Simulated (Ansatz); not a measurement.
# AlAs (F-43m): how the settings move a single-point run

Question: which choices in the input matter for AlAs (F-43m)?

Program: Ansatz 0.2.0. Level of theory: reference: DFT PBE, scalar-relativistic, plane waves, PAW. These are calculated values, not measurements.

### 1 Starting point

It takes space group F-43m (No. 216, cubic). The conventional cell has a = 5.661 Å, b = 5.661 Å, c = 5.661 Å, α = 90.00°, β = 90.00°, γ = 90.00°. Al (site symmetry -43m) has 4 As at 2.45 Å in its first shell of neighbours. Around As (site symmetry -43m) lie 4 Al at 2.45 Å.

Structure file:

```cif
data_structure
_symmetry_space_group_name_H-M 'F-43m'
_symmetry_Int_Tables_number 216
_cell_length_a 5.6608
_cell_length_b 5.6608
_cell_length_c 5.6608
_cell_angle_alpha 90.000
_cell_angle_beta 90.000
_cell_angle_gamma 90.000
_cell_volume 181.40
loop_
_atom_site_label
_atom_site_type_symbol
_atom_site_symmetry_multiplicity
_atom_site_Wyckoff_symbol
_atom_site_fract_x
_atom_site_fract_y
_atom_site_fract_z
_atom_site_occupancy
Al1 Al 4 a 0.00000 0.00000 0.00000 1
As1 As 4 c 0.25000 0.25000 0.25000 1
```

### 2 The reference run

File input.yaml:

```yaml
crystal:
  lattice:
    - [0.0, 2.83040004, 2.83040004]
    - [2.83040004, 0.0, 2.83040004]
    - [2.83040004, 2.83040004, 0.0]
  atoms:
    - { symbol: Al, position: [0.0, 0.0, 0.0] }
    - { symbol: As, position: [0.75, 0.75, 0.75] }
basis:
  ecutwfc: 420
  ecutrho_ratio: 4
kpoints:
  mp_grid: { grid: [8, 8, 8] }
hamiltonian:
  xc: pbe
scf:
  occupations: { method: gaussian, width: 0.05 }
output:
  forces: true
  stress: true
  eigenvalues: true
```

Launch:

```console
> ansatz run input.yaml --threads 4 --pin off --max-ram 8192MiB --backend cpu --events-out ev --progress --plain --runs-dir out
```

From the output:

```text
[...]
Basis set: ecut = 420 eV, 893 PW (Γ), exchange–correlation on 54×54×54 points (8 copies of the dense FFT grid, shifted against one another)
[...]
k-points: 29 of 512 (time reversal used)
[...]
SCF iter   1: F=—  HF=-5394.602367 eV  |F-HF|=—  |Δ(HF+E_count)|=         —  Δρ=1.65e-3  dr2=2.27e-3  ethr=1.77e-3  ⟨swp⟩=5.4  Hψ=2263  notcnv=0
preconditioner: auto → none  [insulator: Δε(μ)=1.420 eV  Ē_g=9.908 eV  σ=0.050 eV  W_gap=1.00  n_scr=14 (ndim 8)  ℏωp=15.6 eV  f_vac=0.006  D(μ)=0.00/eV (n_scr^D=0)  ε∞_Penn≈3.5]
SCF iter   2: F=—  HF=-5394.601574 eV  |F-HF|=—  |Δ(HF+E_count)|=   7.93e-4  Δρ=4.94e-4  dr2=1.06e-4  ethr=1.26e-5  ⟨swp⟩=1.9  Hψ=675  notcnv=0
[...]
SCF iter   5: F=-5394.601586 eV  HF=-5394.601586 eV  |F-HF|=1.23e-9  |Δ(HF+E_count)|=   1.94e-7  Δρ=1.48e-6  dr2=6.48e-10  ethr=6.78e-10  ⟨swp⟩=2.0  Hψ=493  notcnv=0
SCF iter   6: F=-5394.601586 eV  HF=-5394.601586 eV  |F-HF|=1.41e-10  |Δ(HF+E_count)|=   1.60e-9  Δρ=3.25e-7  dr2=3.82e-11  ethr=3.60e-12  ⟨swp⟩=1.0  Hψ=1131  notcnv=0
[...]
SCF converged after 6 iterations
Free energy (F): -5394.601586 eV
[...]
E sigma→0 (E₀):  -5394.601586 eV
Fermi energy:    7.089453 eV
[...]
  P = ⅓ Tr σ = 2.5866 GPa (25.866 kbar)
[...]
```

Wall time 0.61 s (4 threads of Arm Neoverse V1, shared host); peak memory 0.31 GiB.

### 3 Changing settings: mixing.algorithm msr1, mixing.beta 0.7

Edit input.yaml of step 2 so:

```diff
@@ -17,2 +17,3 @@
   occupations: { method: gaussian, width: 0.05 }
+  mixing: { algorithm: msr1, beta: 0.7 }
 output:
@@ -20,2 +21,5 @@
   stress: true
-  eigenvalues: true
+  write_density: true
+  write_potential: true
+  elf: true
+  volumetric_format: npy
```

Launch:

```console
> ansatz run input.yaml --threads 4 --pin off --max-ram 8192MiB --backend cpu --events-out ev --progress --plain --runs-dir out
```

Standard output, cut to the lines that bear on the results:

```text
Warning: RAYON_NUM_THREADS=4 ignored (pool sized by the plan → 4); use --threads N
[...]
Pseudopotentials: kind: paw
Pseudopotential: Al, paw, valence charge 3, recommended cutoff 420 eV (normal), Al.paw.azcp
Pseudopotential: As, paw, valence charge 15, recommended cutoff 420 eV (normal), As.paw.azcp
Functional definition: PBE
[...]
Crystal: 2 atoms, lattice volume = 45.350 Å³
Basis set: ecut = 420 eV, 893 PW (Γ), exchange–correlation on 54×54×54 points (8 copies of the dense FFT grid, shifted against one another)
Bands: 13, of which v1, the nominal top of the filled ones, is band 9 counted from 1 (8 counted from 0)
Symmetry: 24 space group operations
Space group: F-43m (ITA 216), of the structure as read, at distance tolerance 3.6e-5 Å
k-points: 29 of 512 (time reversal used)
[...]
SCF iter   1: F=—  HF=-5394.602367 eV  |F-HF|=—  |Δ(HF+E_count)|=         —  Δρ=1.65e-3  dr2=2.27e-3  ethr=1.77e-3  ⟨swp⟩=5.4  Hψ=2263  notcnv=0
[...]
SCF iter   6: F=-5394.601586 eV  HF=-5394.601586 eV  |F-HF|=6.41e-10  |Δ(HF+E_count)|=   4.87e-8  Δρ=1.36e-6  dr2=6.78e-10  ethr=2.92e-10  ⟨swp⟩=5.0  Hψ=1994  notcnv=0
[...]
SCF converged after 6 iterations
Free energy (F): -5394.601586 eV
[...]
E sigma→0 (E₀):  -5394.601586 eV
Fermi energy:    7.089472 eV
[...]
--- Forces (eV/Å), atoms counted from 1 ---
  atom   1  Al    -0.00000000     0.00000000    -0.00000000
  atom   2  As     0.00000000    -0.00000000    -0.00000000
[...]
--- Stress (GPa, compression-positive) ---
        2.586554      -0.000000      -0.000000
       -0.000000       2.586554       0.000000
       -0.000000       0.000000       2.586554
  P = ⅓ Tr σ = 2.5866 GPa (25.866 kbar)
--- Band table (eV; the first three rows and the last of 29) ---
  k-point 0: bands = ["-28.0008", "-28.0008", "-28.0008", "-27.9902", "-27.9902", "-5.4965", "6.3671", "6.3671", "6.3671", "8.4211", "10.6706", "10.6706", "10.6706"]
[...]
```

It took 0.8 s on 4 threads of Arm Neoverse V1, shared host; peak memory 0.31 GiB.

Energy and cycle count are those of the reference, so the change (mixing) left the result and the number of cycles as they were.

### 4 Variant: ecutrho_ratio 6

Edit input.yaml of step 2 so:

```diff
@@ -10,3 +10,3 @@
   ecutwfc: 420
-  ecutrho_ratio: 4
+  ecutrho_ratio: 6
 kpoints:
@@ -20,2 +20 @@
   stress: true
-  eigenvalues: true
```

Launch:

```console
> ansatz run input.yaml --threads 4 --pin off --max-ram 8192MiB --backend cpu --events-out ev --progress --plain --runs-dir out
```

Standard output, cut to the lines that bear on the results:

```text
Warning: RAYON_NUM_THREADS=4 ignored (pool sized by the plan → 4); use --threads N
[...]
Pseudopotentials: kind: paw
Pseudopotential: Al, paw, valence charge 3, recommended cutoff 420 eV (normal), Al.paw.azcp
Pseudopotential: As, paw, valence charge 15, recommended cutoff 420 eV (normal), As.paw.azcp
Functional definition: PBE
[...]
Crystal: 2 atoms, lattice volume = 45.350 Å³
Basis set: ecut = 420 eV, 893 PW (Γ), exchange–correlation on 72×72×72 points (8 copies of the dense FFT grid, shifted against one another)
Bands: 13, of which v1, the nominal top of the filled ones, is band 9 counted from 1 (8 counted from 0)
Symmetry: 24 space group operations
Space group: F-43m (ITA 216), of the structure as read, at distance tolerance 3.6e-5 Å
k-points: 29 of 512 (time reversal used)
[...]
SCF iter   1: F=—  HF=-5394.602340 eV  |F-HF|=—  |Δ(HF+E_count)|=         —  Δρ=1.65e-3  dr2=2.27e-3  ethr=1.77e-3  ⟨swp⟩=5.4  Hψ=2263  notcnv=0
[...]
SCF iter   6: F=-5394.601586 eV  HF=-5394.601586 eV  |F-HF|=1.02e-10  |Δ(HF+E_count)|=   1.58e-9  Δρ=3.41e-7  dr2=3.74e-11  ethr=3.97e-12  ⟨swp⟩=1.0  Hψ=1131  notcnv=0
[...]
SCF converged after 6 iterations
Free energy (F): -5394.601586 eV
[...]
E sigma→0 (E₀):  -5394.601586 eV
Fermi energy:    7.089454 eV
[...]
--- Forces (eV/Å), atoms counted from 1 ---
  atom   1  Al    -0.00000000     0.00000000     0.00000000
  atom   2  As     0.00000000    -0.00000000    -0.00000000
[...]
--- Stress (GPa, compression-positive) ---
        2.586585       0.000000      -0.000000
        0.000000       2.586585       0.000000
        0.000000       0.000000       2.586585
  P = ⅓ Tr σ = 2.5866 GPa (25.866 kbar)
```

Wall time 0.63 s (4 threads of Arm Neoverse V1, shared host); peak memory 0.33 GiB.

Changing the numerical grids hardly moves the energy: 0.0 meV/atom.

### 5 Changed: pseudopotentials.kind paw, pseudopotentials.source jth, dispersion d3bj

Edit input.yaml of step 2 so:

```diff
@@ -15,2 +15,4 @@
   xc: pbe
+  pseudopotentials: { kind: paw, source: jth }
+  dispersion: d3bj
 scf:
@@ -20,2 +22 @@
   stress: true
-  eigenvalues: true
```

Launch:

```console
> ansatz run input.yaml --threads 4 --pin off --max-ram 8192MiB --backend cpu --events-out ev --progress --plain --runs-dir out
```

Standard output, cut to the lines that bear on the results:

```text
Warning: basis.ecutwfc = 420 eV is below the records' recommended 1350 eV, and the density's cutoff is lower with it unless basis.ecutrho_ratio is high enough to keep the records' density cutoff: compare with a run at a higher cutoff
Warning: basis.ecutrho_ratio = 4 (ecutrho = 1680 eV) is below the records' recommended 5400 eV
Warning: <dir> the checks of this Al dataset prove no rule for summing its radial tables, as where they were carried onto another mesh than they were made on, and Gregory's rule is taken, under which a leading mesh point left out moves its sums only by what lay on the interval it spanned. [...]
Warning: <dir> the checks of this As dataset prove no rule for summing its radial tables, as where they were carried onto another mesh than they were made on, and Gregory's rule is taken, under which a leading mesh point left out moves its sums only by what lay on the interval it spanned. [...]
Warning: RAYON_NUM_THREADS=4 ignored (pool sized by the plan → 4); use --threads N
[...]
Pseudopotentials: kind: paw
Pseudopotential: Al, paw, valence charge 3, recommended cutoff 570 eV (normal), Al.paw.azcp
Pseudopotential: As, paw, valence charge 15, recommended cutoff 1350 eV (normal), As.paw.azcp
Functional definition: PBE
[...]
Crystal: 2 atoms, lattice volume = 45.350 Å³
Basis set: ecut = 420 eV, 893 PW (Γ), exchange–correlation on 54×54×54 points (8 copies of the dense FFT grid, shifted against one another)
Bands: 13, of which v1, the nominal top of the filled ones, is band 9 counted from 1 (8 counted from 0)
Symmetry: 24 space group operations
Space group: F-43m (ITA 216), of the structure as read, at distance tolerance 3.6e-5 Å
k-points: 29 of 512 (time reversal used)
[...]
SCF iter   1: F=—  HF=-5393.284831 eV  |F-HF|=—  |Δ(HF+E_count)|=         —  Δρ=3.64e-2  dr2=6.69e-1  ethr=3.10e-3  ⟨swp⟩=9.2  Hψ=3172  notcnv=0
[...]
SCF iter   7: F=-5393.169294 eV  HF=-5393.169294 eV  |F-HF|=3.63e-10  |Δ(HF+E_count)|=   1.58e-8  Δρ=1.26e-6  dr2=6.52e-10  ethr=1.74e-10  ⟨swp⟩=2.8  Hψ=1279  notcnv=0
[...]
SCF converged after 7 iterations
Free energy (F): -5393.169294 eV
[...]
E sigma→0 (E₀):  -5393.169294 eV
Fermi energy:    7.105676 eV
[...]
--- Forces (eV/Å), atoms counted from 1 ---
  atom   1  Al    -0.00000000     0.00000000     0.00000000
  atom   2  As     0.00000000     0.00000000     0.00000000
[...]
--- Stress (GPa, compression-positive) ---
        0.167542       0.000000      -0.000000
        0.000000       0.167542       0.000000
        0.000000       0.000000       0.167542
  P = ⅓ Tr σ = 0.1675 GPa (1.675 kbar)
```

It took 0.64 s on 4 threads of Arm Neoverse V1, shared host; peak memory 0.28 GiB.

A change of potentials puts the total energy on another scale; the pressure goes from 2.6 to 0.2 GPa. The dispersion term changed too. The cutoff is far under what these potentials recommend, so these values carry a basis error that can be large.

### 6 Side by side

| run | ending | energy change | pressure (GPa) | gap (eV) | force (eV/Å) | cycles | time |
| --- | --- | --- | --- | --- | --- | --- | --- |
| reference | converged | 0 | 2.6 | 1.44 | 0.00 | 6 | 0.61 s |
| 1: mixing.algorithm msr1, mixing.beta 0.7 | converged | 0.0 meV/atom | 2.6 | 1.44 | 0.00 | 6 | 0.8 s |
| 2: ecutrho_ratio 6 | converged | 0.0 meV/atom | 2.6 | 1.44 | 0.00 | 6 | 0.63 s |
| 3: pseudopotentials.kind paw, pseudopotentials.source jth, dispersion d3bj | converged | not comparable | 0.2 | 1.44 | 0.00 | 7 | 0.64 s |

Times don't compare one to one where runs were asked for different outputs or read a saved state (see the inputs); cycles may leave out searches for a lower state.

Residual by cycle in the longest SCF loop of each run; runs are numbered as in the table. The quantity is the density residual dr2, in eV.

| cycle | reference | run 1 | run 2 | run 3 |
| --- | --- | --- | --- | --- |
| 1 | 0.00227 | 0.00227 | 0.00227 | 0.669 |
| 2 | 1.1e-4 | 2.2e-4 | 1.1e-4 | 0.0933 |
| 3 | 1.3e-5 | 1.2e-5 | 1.3e-5 | 0.00885 |
| 4 | 1.2e-7 | 7.0e-7 | 1.2e-7 | 1.0e-4 |
| 5 | 6.5e-10 | 5.3e-8 | 7.1e-10 | 8.4e-7 |
| 6 | 3.8e-11 | 6.8e-10 | 3.7e-11 | 3.1e-8 |
| 7 | - | - | - | 6.5e-10 |

**Reading.** Of the converged runs whose energies compare with the reference's, none moves it noticeably. Run 3 ran under the cutoff that the potentials recommend, as the log warns, so basis error is mixed into its values, and swamps them where the cutoff is far short.

These are semilocal Kohn-Sham gaps, which aren't the measured quantity. Such gaps usually fall short of the measured ones.
